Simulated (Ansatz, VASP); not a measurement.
# In: VASP beside Ansatz

File INCAR:

```
SYSTEM = In
PREC = Accurate
ENCUT = 520
EDIFF = 1E-6
ISMEAR = -1
SIGMA = 0.1
LREAL = .False.
LASPH = .True.
NELM = 80
ALGO = Normal
ISIF = 2
LWAVE = .False.
LCHARG = .False.
GGA = B5
ALDAX = 1.0
AGGAX = 1.0
AGGAC = 1.0
ALDAC = 0.0
NBANDS = 20
```

File KPOINTS:

```
regular mesh
0
Gamma
  9 9 9
  0 0 0
```

Contents of POSCAR:

```
In
1.0
    0.0000000000      3.5435440533      3.5435440533
    3.5435440533      0.0000000000      3.5435440533
    3.5435440533      3.5435440533      0.0000000000
In
2
Direct
    0.1250000000      0.1250000000      0.1250000000
    0.8750000000      0.8750000000      0.8750000000
```

Input for Ansatz:

```yaml
crystal:
  lattice:
    - [0.0, 3.5435440533, 3.5435440533]
    - [3.5435440533, 0.0, 3.5435440533]
    - [3.5435440533, 3.5435440533, 0.0]
  atoms:
    - { symbol: In, position: [0.125, 0.125, 0.125] }
    - { symbol: In, position: [0.875, 0.875, 0.875] }
hamiltonian:
  xc: blyp
  pseudopotentials:
    kind: paw
    azcp:
      In: "pseudopotentials/In.paw.azcp"
basis:
  ecutwfc: 420
  fft_grid_basis: typed
kpoints:
  mp_grid: { grid: [9, 9, 9], shift: [0, 0, 0] }
magnetization:
  spin_polarized: false
scf:
  occupations: { method: fermi_dirac, width: 0.1 }
  lower_state_search: "off"
output:
  stress: true
```

Alike in both runs: task single point; functional BLYP; k mesh 9 × 9 × 9; occupations fermi-dirac, width 0.1 eV; no spin polarisation.

|  | VASP | Ansatz |
| --- | --- | --- |
| version | VASP 6.6.1 | Ansatz 0.2.0 |
| potentials or method | VASP PAW PBE potentials, release 64 (In_d) | plane waves (420 eV) with PAW, scalar-relativistic |
| plane-wave cutoff (eV) | 520 | 420 |
| valence electrons in the cell | 26 | 26 |

```tsv
	VASP	Ansatz	Ansatz less VASP
pressure (GPa)	-0.5	-0.5	+0.03
```

The functional is the same, so the differences come from potentials, cutoffs and numerics.

Caveats: the PAW data sets were made with another functional, which shifts forces and pressure a little (VASP).
